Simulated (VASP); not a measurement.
SiC (zincblende): a r²SCAN single-point calculation in VASP

INCAR

```
SIGMA = 0.01
NELM = 120
LWAVE = .FALSE.
NSW = 0
ALGO = Normal
IBRION = -1
EDIFF = 1E-7
ISIF = 2
ISMEAR = 0
LCHARG = .FALSE.
METAGGA = R2SCAN
LASPH = .TRUE.
ENCUT = 520
PREC = Accurate
NBANDS = 11
LREAL = .FALSE.
```

KPOINTS

```
KPOINTS created by Atomic Simulation Environment
0
Gamma
10 10 10
0 0 0
```

KPOINTS_OPT

```
special points
7
Reciprocal
0.0000000000 0.0000000000 0.0000000000 1
-0.5000000000 -0.5000000000 0.0000000000 1
-0.3750000000 -0.3750000000 0.2500000000 1
-0.3750000000 0.0000000000 0.3750000000 1
0.0000000000 0.0000000000 0.5000000000 1
-0.5000000000 -0.2500000000 0.2500000000 1
0.0000000000 0.5000000000 0.5000000000 1
```

POSCAR

```
Si C
 1.0000000000000000
     0.0000000000000000    2.1780523510378273    2.1780523510378273
     2.1780523510378273    0.0000000000000000    2.1780523510378273
     2.1780523510378273    2.1780523510378273    0.0000000000000000
 Si  C
   1   1
Cartesian
  0.0000000000000000  0.0000000000000000 -0.0000000000000000
  1.0890261755189137  1.0890261755189137  1.0890261755189137
```

VASP ran with the recommended PBE PAW datasets (8 valence electrons in the cell).

Command

```
mpirun -np 1 vasp_std
```

OSZICAR

```
N       E                     dE             d eps       ncg     rms          rms(c)
DAV:   1    -0.202476687722E+01   -0.20248E+01   -0.42524E+03  1082   0.643E+02
DAV:   2    -0.217813491126E+02   -0.19757E+02   -0.19029E+02  1323   0.112E+02
DAV:   3    -0.223252425044E+02   -0.54389E+00   -0.54310E+00  1268   0.154E+01
DAV:   4    -0.223272173993E+02   -0.19749E-02   -0.19748E-02  1180   0.120E+00
DAV:   5    -0.223272260495E+02   -0.86502E-05   -0.86502E-05  1290   0.741E-02    0.920E+00
DAV:   6    -0.192873656449E+02    0.30399E+01   -0.50056E+00  1142   0.106E+01    0.510E+00
DAV:   7    -0.193163728090E+02   -0.29007E-01   -0.50765E-01  1247   0.413E+00    0.247E+00
DAV:   8    -0.193265428323E+02   -0.10170E-01   -0.20029E-02  1135   0.109E+00    0.177E-01
DAV:   9    -0.193268796974E+02   -0.33687E-03   -0.40312E-04  1423   0.181E-01    0.139E-01
DAV:  10    -0.193269632342E+02   -0.83537E-04   -0.73016E-05  1151   0.768E-02    0.160E-02
DAV:  11    -0.193269618571E+02    0.13771E-05   -0.10461E-06  1296   0.713E-03    0.436E-03
DAV:  12    -0.193269620344E+02   -0.17730E-06   -0.12440E-07  1205   0.326E-03    0.164E-04
DAV:  13    -0.193269620258E+02    0.85952E-08   -0.12706E-09   706   0.297E-04
   1 F= -.19326962E+02 E0= -.19326962E+02  d E =-.187491E-48
       N       E                     dE             ncg
DAV:   1     0.516080277322E+03   -0.20749E+04      162
DAV:   2     0.371348794434E+03   -0.14473E+03      218
DAV:   3     0.367864795438E+03   -0.34840E+01      204
DAV:   4     0.367853771154E+03   -0.11024E-01      181
DAV:   5     0.367853722238E+03   -0.48916E-04      195
DAV:   6     0.367853721921E+03   -0.31732E-06      192
DAV:   7     0.367853721919E+03   -0.22924E-08      195
```

From OUTCAR

```
k-points           NKPTS =     47   k-points in BZ     NKDIM =     47   number of bands    NBANDS=     11

   NELECT =       8.0000    total number of electrons

   dimension x,y,z NGX =    24 NGY =   24 NGZ =   24
   dimension x,y,z NGXF=    48 NGYF=   48 NGZF=   48

  energy-cutoff  :      520.00
  volume of cell :       20.66
      direct lattice vectors                 reciprocal lattice vectors
     0.000000000  2.178052351  2.178052351    -0.229562894  0.229562894  0.229562894
     2.178052351  0.000000000  2.178052351     0.229562894 -0.229562894  0.229562894
     2.178052351  2.178052351  0.000000000     0.229562894  0.229562894 -0.229562894

 k-points in reciprocal lattice and weights: KPOINTS created by Atomic Simulation Env
   0.00000000  0.00000000  0.00000000       0.001
   0.10000000  0.00000000  0.00000000       0.008
   0.20000000  0.00000000  0.00000000       0.008
   0.30000000  0.00000000  0.00000000       0.008
   0.40000000  0.00000000  0.00000000       0.008
   0.50000000  0.00000000  0.00000000       0.004
   0.10000000  0.10000000  0.00000000       0.006
   0.20000000  0.10000000  0.00000000       0.024
   ...

 E-fermi :   8.0975

 k-point     1 :       0.0000    0.0000    0.0000
  band No.  band energies     occupation
      1      -8.1931      2.00000
      2       7.9969      2.00000
      3       7.9969      2.00000
      4       7.9969      2.00000
      5      14.8473      0.00000
      6      15.8554      0.00000
      7      15.8554      0.00000
      8      15.8554      0.00000
      9      23.2134      0.00000
     10      23.2134      0.00000
     11      25.7820      0.00000

 k-point     2 :       0.1000    0.0000    0.0000
  band No.  band energies     occupation
      1      -7.9905      2.00000
      2       6.9479      2.00000
      3       7.8570      2.00000
      4       7.8570      2.00000
      5      15.0983      0.00000
      6      16.1144      0.00000
      7      16.1144      0.00000
      8      16.2016      0.00000
      9      22.2765      0.00000
     10      22.2765      0.00000
     11      25.4000      0.00000

 k-point     3 :       0.2000    0.0000    0.0000
  band No.  band energies     occupation
      1      -7.3927      2.00000
      2       4.7376      2.00000
      3       7.5350      2.00000
      4       7.5350      2.00000
      5      14.7865      0.00000
      6      16.4945      0.00000
      7      16.4945      0.00000
      8      17.5494      0.00000
      9      21.6127      0.00000
     10      21.6127      0.00000
     11      24.4504      0.00000

 k-point     4 :       0.3000    0.0000    0.0000
  band No.  band energies     occupation
      1      -6.4407      2.00000
      2       2.3314      2.00000
      3       7.2021      2.00000
      4       7.2021      2.00000
      5      14.3710      0.00000
      6      16.3380      0.00000
      7      16.3380      0.00000
      8      18.6248      0.00000
      9      22.5177      0.00000
     10      22.5177      0.00000
     11      24.1989      0.00000

 k-point     5 :       0.4000    0.0000    0.0000
  band No.  band energies     occupation
      1      -5.2791      2.00000
      2       0.2158      2.00000
      3       6.9710      2.00000
      4       6.9710      2.00000
      5      14.0948      0.00000
      6      15.9322      0.00000
      7      15.9322      0.00000
      8      18.9481      0.00000
      9      24.6023      0.00000
     10      24.6023      0.00000
     11      24.8852      0.00000

 k-point     6 :       0.5000    0.0000    0.0000
  band No.  band energies     occupation
      1      -4.5637      2.00000
      2      -0.8287      2.00000
      3       6.8899      2.00000
      4       6.8899      2.00000
      5      14.0015      0.00000
      6      15.7534      0.00000
      7      15.7534      0.00000
      8      18.9577      0.00000
      9      25.4262      0.00000
     10      26.3756      0.00000
     11      26.3756      0.00000

 k-point     7 :       0.1000    0.1000    0.0000
  band No.  band energies     occupation
      1      -7.9229      2.00000
      2       7.2102      2.00000
      3       7.5039      2.00000
      4       7.5039      2.00000
      5      15.0464      0.00000
      6      15.6626      0.00000
      7      16.6063      0.00000
      8      16.6063      0.00000
      9      20.8370      0.00000
     10      23.5258      0.00000
     11      26.7473      0.00000

 k-point     8 :       0.2000    0.1000    0.0000
  band No.  band energies     occupation
      1      -7.4564      2.00000
      2       5.4839      2.00000
      3       7.0543      2.00000
      4       7.3479      2.00000
      5      14.6951      0.00000
      6      16.0424      0.00000
      7      17.2715      0.00000
      8      17.2849      0.00000
      9      20.1351      0.00000
     10      23.2582      0.00000
     11      26.0183      0.00000

 k-point     9 :       0.3000    0.1000    0.0000
  band No.  band energies     occupation
      1      -6.6191      2.00000
      2       3.1897      2.00000
      3       6.6980      2.00000
      4       6.9634      2.00000
      5      14.4067      0.00000
      6      16.2292      0.00000
      7      17.3675      0.00000
      8      17.6982      0.00000
      9      21.1320      0.00000
     10      23.7472      0.00000
     11      25.3521      0.00000

 k-point    10 :       0.4000    0.1000    0.0000
  band No.  band energies     occupation
      1      -5.5046      2.00000
      2       0.9851      2.00000
      3       6.4991      2.00000
      4       6.5336      2.00000
      5      14.1562      0.00000
      6      15.8184      0.00000
      7      16.8928      0.00000
      8      18.8910      0.00000
      9      22.3885      0.00000
     10      25.4654      0.00000
     11      25.7099      0.00000

 k-point    11 :       0.5000    0.1000    0.0000
  band No.  band energies     occupation
      1      -4.5127      2.00000
      2      -0.5318      2.00000
      3       6.1231      2.00000
      4       6.5888      2.00000
      5      14.1398      0.00000
      6      15.5478      0.00000
      7      16.4226      0.00000
      8      19.6241      0.00000
      9      23.9432      0.00000
     10      26.3758      0.00000
     11      26.3996      0.00000

 k-point    12 :      -0.4000    0.1000    0.0000
  band No.  band energies     occupation
      1      -4.7718      2.00000
      2      -0.1645      2.00000
      3       5.9302      2.00000
      4       6.8426      2.00000
      5      14.3915      0.00000
      6      15.5950      0.00000
      7      16.2398      0.00000
      8      19.6135      0.00000
      9      24.0367      0.00000
     10      24.7409      0.00000
     11      26.6891      0.00000

 k-point    13 :      -0.3000    0.1000    0.0000
  band No.  band energies     occupation
      1      -5.8966      2.00000
      2       1.6861      2.00000
      3       5.9742      2.00000
      4       7.2326      2.00000
      5      14.7881      0.00000
      6      16.0102      0.00000
      7      16.3564      0.00000
      8      18.9047      0.00000
      9      21.6942      0.00000
     10      24.0571      0.00000
     11      26.0524      0.00000

 k-point    14 :      -0.2000    0.1000    0.0000
  band No.  band energies     occupation
      1      -6.9373      2.00000
      2       3.9479      2.00000
      3       6.2874      2.00000
      4       7.6461      2.00000
      5      15.2299      0.00000
      6      16.3910      0.00000
      7      16.4580      0.00000
      8      17.8407      0.00000
      9      20.4173      0.00000
     10      22.9935      0.00000
     11      25.8608      0.00000

 k-point    15 :      -0.1000    0.1000    0.0000
  band No.  band energies     occupation
      1      -7.6559      2.00000
      2       5.9603      2.00000
      3       6.9638      2.00000
      4       7.9102      2.00000
      5      15.5246      0.00000
      6      15.8585      0.00000
      7      16.1851      0.00000
      8      17.2570      0.00000
      9      20.7962      0.00000
     10      22.3623      0.00000
     11      26.4721      0.00000

 k-point    16 :       0.2000    0.2000    0.0000
  band No.  band energies     occupation
      1      -7.1245      2.00000
      2       5.4926      2.00000
      3       6.4863      2.00000
      4       6.4863      2.00000
      5      13.4856      0.00000
      6      15.6873      0.00000
      7      18.3503      0.00000
      8      18.3503      0.00000
      9      19.6217      0.00000
     10      24.4556      0.00000
     11      28.5307      0.00000

 ...

  Total       -0.0190967     -0.0190967     -0.0190967      0.0000000      0.0000000     -0.0000000
  in kB       -1.4805902     -1.4805902     -1.4805902      0.0000000      0.0000000     -0.0000000
  external PRESSURE =      -1.4805902 kB  Pullay stress =       0.0000000 kB

 POSITION                                       TOTAL-FORCE (eV/Angst)
 -----------------------------------------------------------------------------------
      0.00000      0.00000      0.00000         0.000000      0.000000      0.000000
      1.08903      1.08903      1.08903        -0.000000     -0.000000     -0.000000
 -----------------------------------------------------------------------------------
    total drift:                               -0.000001     -0.000001     -0.000001

  FREE ENERGIE OF THE ION-ELECTRON SYSTEM (eV)
  ---------------------------------------------------
  free  energy   TOTEN  =       -19.3269620258 eV

  energy  without entropy=      -19.3269620258  energy(sigma->0) =      -19.32696203
```

The gap between bands v and c is 1.72 eV, the least direct gap is 5.06 eV and the pressure is -0.1 GPa.

Band v is the last that the valence electrons fill when counted band by band, and c is the next.

The run took about 26 s on one core of a shared host (Intel Xeon Platinum 8488C) and held 0.15 GiB at most.
